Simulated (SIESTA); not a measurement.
CdS (Hawleyite):

```xyz
8
Lattice="5.8330 0.0000 0.0000 0.0000 5.8330 0.0000 0.0000 0.0000 5.8330" Properties=species:S:1:pos:R:3 pbc="T T T"
Cd    0.0000    0.0000    0.0000
Cd    0.0000    2.9165    2.9165
Cd    2.9165    0.0000    2.9165
Cd    2.9165    2.9165    0.0000
S     1.4583    1.4583    1.4583
S     1.4583    4.3748    4.3748
S     4.3748    4.3748    1.4583
S     4.3748    1.4583    4.3748
```

Base run:

| Property | Result |
| --- | --- |
| Program | SIESTA 5.4.2 |
| Functional | BLYP |
| Potentials or basis | PseudoDojo 0.4 standard (PBE files) |
| Basis | DZP (energy shift 0.003 Ry; two zetas on semicore shells) |
| Grid cutoff | 800 Ry |
| Energy shift | 0.003 Ry |
| k mesh | 5 × 5 × 5 |
| Occupations | fermi-dirac, width 0.05 eV |
| Spin | no spin polarisation |

Its results: band gap on the k mesh 1.36 eV; pressure 6.5 GPa.

Task: After a change of settings the same cell gave: band gap on the k mesh 1.12 eV; pressure -2.2 GPa. Which change was it?
A. functional from BLYP to PW91
B. functional from BLYP to WC; potentials or basis from PseudoDojo 0.4 standard (PBE files) to PseudoDojo 0.4 standard (PBEsol files)
C. functional from BLYP to AM05; potentials or basis from PseudoDojo 0.4 standard (PBE files) to PseudoDojo 0.4 standard (PBEsol files)
D. functional from BLYP to LDA; potentials or basis from PseudoDojo 0.4 standard (PBE files) to PseudoDojo 0.4 standard (LDA files)

Result: D.

Caveats: an odd mesh through Γ misses points on the zone boundary, where band edges often lie; the basis of atomic orbitals isn't converged, which shifts pressures, moduli and gaps; the potentials were made for another functional, which shifts forces and pressure (some runs).

Not every run made on this cell is shown here.
